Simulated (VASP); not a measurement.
# MnO (F-43m) in VASP: single point with PBEsol+U

Aim: the single point of MnO with PBEsol+U.

Program: VASP 6.6.1. These are calculated values, not measurements. Logs are shortened: lines on timing, memory, paths and dates and some standing lists are left out, and cuts for length are marked.

## Step 1: The crystal as given

Symmetry: F-43m, No. 216, cubic system. The conventional cell has a = 4.873 Å, b = 4.873 Å, c = 4.873 Å, α = 90.00°, β = 90.00°, γ = 90.00°. Around Mn (site symmetry -43m) lie 4 O at 2.11 Å. O (site symmetry -43m) is surrounded by 4 Mn at 2.11 Å.

Measurements of this composition are mostly on another form, of space group No. 225.

## Step 2: Single point, PBEsol+U

INCAR reads:

```
SYSTEM = MnO
  PREC = Accurate
  ENCUT = 520
  EDIFF = 1E-6
  ISMEAR = 0
  SIGMA = 0.05
  LREAL = .False.
  LASPH = .True.
  NELM = 150
  ALGO = Normal
  ISIF = 2
  LWAVE = .False.
  LCHARG = .False.
  LMAXMIX = 4
  LDAU = .True.
  LDAUTYPE = 2
  LDAUL = 2 -1
  LDAUU = 5 0
  LDAUJ = 0 0
  LDAUPRINT = 1
  GGA = PS
  NBANDS = 16
```

KPOINTS reads:

```
regular mesh
0
Gamma
  7 7 7
  0 0 0
```

POSCAR reads:

```
MnO
1.0
    0.0000000000      2.4365134300      2.4365134300
    2.4365134300      0.0000000000      2.4365134300
    2.4365134300      2.4365134300      0.0000000000
Mn O
1 1
Direct
    0.0000000000      0.0000000000      0.0000000000
    0.2500000000      0.2500000000      0.2500000000
```

Potentials or basis: VASP PAW PBE potentials, release 64 (Mn_pv, O).

Started as:

```
$ cat potpaw_PBE.64/Mn_pv/POTCAR potpaw_PBE.64/O/POTCAR > POTCAR
$ mpirun -np 1 vasp_std > vasp.out
```

OUTCAR:

```text
SYSTEM = MnO
   PREC = Accurate
   ENCUT = 520
   EDIFF = 1E-6
   ISMEAR = 0
   LREAL = .False.
   LASPH = .True.
   NELM = 150
   ISIF = 2
   GGA = PS

 ion  position               nearest neighbor table
   1  0.000  0.000  0.000-   2 2.11   2 2.11   2 2.11   2 2.11
   2  0.250  0.250  0.250-   1 2.11   1 2.11   1 2.11   1 2.11

  LATTYP: Found a face centered cubic cell.
 ALAT       =     4.8730268600

  Lattice vectors:

 A1 = (   0.0000000000,   2.4365134300,   2.4365134300)
 A2 = (   2.4365134300,   0.0000000000,   2.4365134300)
 A3 = (   2.4365134300,   2.4365134300,   0.0000000000)

Analysis of symmetry for initial positions (statically):
=====================================================================
 Subroutine PRICEL returns:
 Original cell was already a primitive cell.

 Routine SETGRP: Setting up the symmetry group for a
 face centered cubic supercell.

 Subroutine GETGRP returns: Found 24 space group operations
 (whereof 24 operations were pure point group operations)
 out of a pool of 48 trial point group operations.

The static configuration has the point symmetry T_d .

Analysis of symmetry for dynamics (positions and initial velocities):
=====================================================================
 Subroutine PRICEL returns:
 Original cell was already a primitive cell.

 Routine SETGRP: Setting up the symmetry group for a
 face centered cubic supercell.

 Subroutine GETGRP returns: Found 24 space group operations
 (whereof 24 operations were pure point group operations)
 out of a pool of 48 trial point group operations.

The dynamic configuration has the point symmetry T_d .

 Subroutine INISYM returns: Found 24 space group operations
 (whereof 24 operations are pure point group operations),
 and found     1 'primitive' translations

----------------------------------------------------------------------------------------

                                     Primitive cell

[... 137 lines left out ...]
  0.0000 -0.0000 -0.0000  0.2141  0.0000
  0.0000  0.0000 -0.0000  0.0000  0.9258

spin component  2

  0.2141  0.0000  0.0000  0.0000  0.0000
  0.0000  0.2141 -0.0000 -0.0000  0.0000
  0.0000 -0.0000  0.9258 -0.0000 -0.0000
  0.0000 -0.0000 -0.0000  0.2141  0.0000
  0.0000  0.0000 -0.0000  0.0000  0.9258

 occupancies and eigenvectors

  o =  0.2141  v =  0.0000 -0.9999 -0.0000  0.0164 -0.0000  0.0000  0.0000  0.0000  0.0000  0.0000      0.0000  0.0000  0.0000  0.0000  0.0000  0.0000  0.0000  0.0000  0.0000  0.0000
  o =  0.2141  v =  0.0000  0.0000  0.0000  0.0000  0.0000  0.0000 -0.9999 -0.0000  0.0164 -0.0000      0.0000  0.0000  0.0000  0.0000  0.0000  0.0000  0.0000  0.0000  0.0000  0.0000
  o =  0.2141  v =  1.0000  0.0000  0.0000  0.0000  0.0000  0.0000  0.0000  0.0000  0.0000  0.0000      0.0000  0.0000  0.0000  0.0000  0.0000  0.0000  0.0000  0.0000  0.0000  0.0000
  o =  0.2141  v =  0.0000  0.0000  0.0000  0.0000  0.0000  1.0000  0.0000  0.0000  0.0000  0.0000      0.0000  0.0000  0.0000  0.0000  0.0000  0.0000  0.0000  0.0000  0.0000  0.0000
  o =  0.2141  v =  0.0000  0.0164  0.0000  0.9999 -0.0000  0.0000  0.0000  0.0000  0.0000  0.0000      0.0000  0.0000  0.0000  0.0000  0.0000  0.0000  0.0000  0.0000  0.0000  0.0000
  o =  0.2141  v =  0.0000  0.0000  0.0000  0.0000  0.0000  0.0000  0.0164  0.0000  0.9999 -0.0000      0.0000  0.0000  0.0000  0.0000  0.0000  0.0000  0.0000  0.0000  0.0000  0.0000
  o =  0.9258  v =  0.0000  0.0000  0.0000  0.0000  0.0000  0.0000 -0.0000  0.9988 -0.0000 -0.0492      0.0000  0.0000  0.0000  0.0000  0.0000  0.0000  0.0000  0.0000  0.0000  0.0000
  o =  0.9258  v =  0.0000 -0.0000  0.9988 -0.0000 -0.0492  0.0000  0.0000  0.0000  0.0000  0.0000      0.0000  0.0000  0.0000  0.0000  0.0000  0.0000  0.0000  0.0000  0.0000  0.0000
  o =  0.9258  v =  0.0000  0.0000  0.0000  0.0000  0.0000  0.0000  0.0000 -0.0492 -0.0000 -0.9988      0.0000  0.0000  0.0000  0.0000  0.0000  0.0000  0.0000  0.0000  0.0000  0.0000
  o =  0.9258  v =  0.0000  0.0000 -0.0492 -0.0000 -0.9988  0.0000  0.0000  0.0000  0.0000  0.0000      0.0000  0.0000  0.0000  0.0000  0.0000  0.0000  0.0000  0.0000  0.0000  0.0000

 number of electron      19.0000005 magnetization

 Free energy of the ion-electron system (eV)
  ---------------------------------------------------
  ext. energy  EPLUGINS =         0.00000000
  ---------------------------------------------------
  free energy    TOTEN  =       -11.05329393 eV

  energy without entropy =      -11.04924892  energy(sigma->0) =      -11.05127143

 E-fermi :   4.4270     XC(G=0): -10.5455

 val. band max:        4.4168077493   @ k =   0.1429   0.0000   0.0000
 cond. band min:       4.4334380513   @ k =  -0.4286   0.1429   0.0000
 fundamental gap:      0.0166303020
 Fermi energy:         4.4269977824

 k-point     1 :       0.0000    0.0000    0.0000
  band No.  band energies     occupation
      1     -44.1349      2.00000
      2     -44.1349      2.00000
      3     -44.1348      2.00000
      4     -14.8099      2.00000
      5      -0.4367      2.00000
      6      -0.4367      2.00000
[... 357 lines left out ...]
      3     -44.1429      2.00000
      4     -14.2996      2.00000
      5      -1.5320      2.00000
      6      -0.9594      2.00000
[... 8 lines left out ...]
     15      12.6270      0.00000
     16      14.7835      0.00000

------------------------ aborting loop because EDIFF is reached ----------------------------------------

  FORCE on cell =-STRESS in cart. coord.  units (eV):
  Direction    XX          YY          ZZ          XY          YZ          ZX
  --------------------------------------------------------------------------------------
  -------------------------------------------------------------------------------------
  Total       -5.6233877     -5.6233877     -5.6233877      0.0000000     -0.0000000      0.0000000
  in kB     -311.4384153   -311.4384153   -311.4384153      0.0000000     -0.0000000      0.0000000
  external PRESSURE =    -311.4384153 kB  Pullay stress =       0.0000000 kB

 VOLUME and BASIS-vectors are now :
 -----------------------------------------------------------------------------
  energy-cutoff  :      520.00
  volume of cell :       28.93
      direct lattice vectors                 reciprocal lattice vectors
     0.000000000  2.436513430  2.436513430    -0.205211264  0.205211264  0.205211264
     2.436513430  0.000000000  2.436513430     0.205211264 -0.205211264  0.205211264
     2.436513430  2.436513430  0.000000000     0.205211264  0.205211264 -0.205211264

 POSITION                                       TOTAL-FORCE (eV/Angst)
 -----------------------------------------------------------------------------------
      0.00000      0.00000      0.00000         0.000000      0.000000      0.000000
      1.21826      1.21826      1.21826        -0.000000     -0.000000     -0.000000
 -----------------------------------------------------------------------------------
    total drift:                               -0.000000     -0.000000     -0.000000

  FREE ENERGIE OF THE ION-ELECTRON SYSTEM (eV)
  ---------------------------------------------------
  free  energy   TOTEN  =       -11.0532939330 eV

  energy  without entropy=      -11.0492489238  energy(sigma->0) =      -11.05127143
```

OSZICAR:

```text
N       E                     dE             d eps       ncg     rms          rms(c)
DAV:   1     0.166801330200E+03    0.16680E+03   -0.11001E+04   640   0.129E+03
DAV:   2    -0.415339892448E+01   -0.17095E+03   -0.16381E+03   720   0.360E+02
DAV:   3    -0.122471131851E+02   -0.80937E+01   -0.80343E+01   704   0.865E+01
DAV:   4    -0.123222778531E+02   -0.75165E-01   -0.75152E-01   752   0.892E+00
DAV:   5    -0.123233817552E+02   -0.11039E-02   -0.11039E-02   712   0.105E+00    0.159E+01
DAV:   6    -0.160433170667E+02   -0.37199E+01   -0.40028E+01   720   0.731E+01    0.314E+01
DAV:   7    -0.960577234095E+01    0.64375E+01   -0.41648E+01   664   0.637E+01    0.597E+00
DAV:   8    -0.996560578592E+01   -0.35983E+00   -0.13635E+00   656   0.849E+00    0.555E+00
DAV:   9    -0.104727853423E+02   -0.50718E+00   -0.37267E-01   688   0.523E+00    0.381E+00
DAV:  10    -0.110759920210E+02   -0.60321E+00   -0.48895E-01   744   0.738E+00    0.219E+00
DAV:  11    -0.110600053275E+02    0.15987E-01   -0.16462E-01   656   0.344E+00    0.955E-01
DAV:  12    -0.110531778338E+02    0.68275E-02   -0.18978E-02   672   0.134E+00    0.265E-01
DAV:  13    -0.110531232926E+02    0.54541E-04   -0.34235E-03   760   0.498E-01    0.999E-02
DAV:  14    -0.110532724229E+02   -0.14913E-03   -0.29517E-04   656   0.207E-01    0.371E-02
DAV:  15    -0.110532959925E+02   -0.23570E-04   -0.97535E-05   752   0.111E-01    0.257E-02
DAV:  16    -0.110532946417E+02    0.13508E-05   -0.14179E-05   688   0.404E-02    0.114E-02
DAV:  17    -0.110532939330E+02    0.70865E-06   -0.15684E-06   544   0.956E-03
   1 F= -.11053294E+02 E0= -.11051271E+02  d E =-.404501E-02
```

stdout:

```text
POSCAR found type information on POSCAR MnO
 POSCAR found :  2 types and       2 ions
 scaLAPACK will be used
 -----------------------------------------------------------------------------
|                                                                             |
|                                                                             |
|     You enforced a specific xc type in the INCAR file but a different       |
|     I HOPE YOU KNOW WHAT YOU ARE DOING!                                     |
|                                                                             |
 -----------------------------------------------------------------------------

 LDA part: xc-table for (Slater+PW92), standard interpolation
 POSCAR, INCAR and KPOINTS ok, starting setup
 FFT: planning ... GRIDC
 FFT: planning ... GRID_SOFT
 FFT: planning ... GRID
 WAVECAR not read
 entering main loop
```

It took 22 s on 1 thread of AMD EPYC 7R43 (Zen 3), shared host; peak memory 0.12 GiB.

Results:

```
Free energy            : -11.0533 eV
Pressure               : -31.1 GPa
Band gap on the k mesh : none (metal or under the smearing width)
```

Levels at points of the mesh, in eV from the Fermi level:
```tsv
k point	band 5	band 6	band 7	band 8	band 9	band 10	band 11	band 12	band 13	band 14
(0.00, 0.00, 0.00)	-4.86	-4.86	-4.86	-2.90	-2.90	-0.78	1.99	1.99	1.99	12.40
```

Eigenvalues of the final occupation matrices:
| site | spin | trace | eigenvalues |
| --- | --- | --- | --- |
| site 1 d | 1 | 2.49 | 0.21 0.21 0.21 0.93 0.93 |
| site 1 d | 2 | 2.49 | 0.21 0.21 0.21 0.93 0.93 |

Caveat: a pressure of tens of GPa on the cell as given is suspect, and the run, the potentials or the cell itself is likely at fault; the PAW data sets were made with another functional, which shifts forces and pressure a little; an odd number of electrons without spin polarisation forces a metal; a magnetic or distorted state may lie lower; the run has no spin polarisation, though such a crystal can be magnetic; U without spin polarisation on a metal has little footing. Spin polarisation is off, so any magnetic state and its effect on volume and gap are missing.
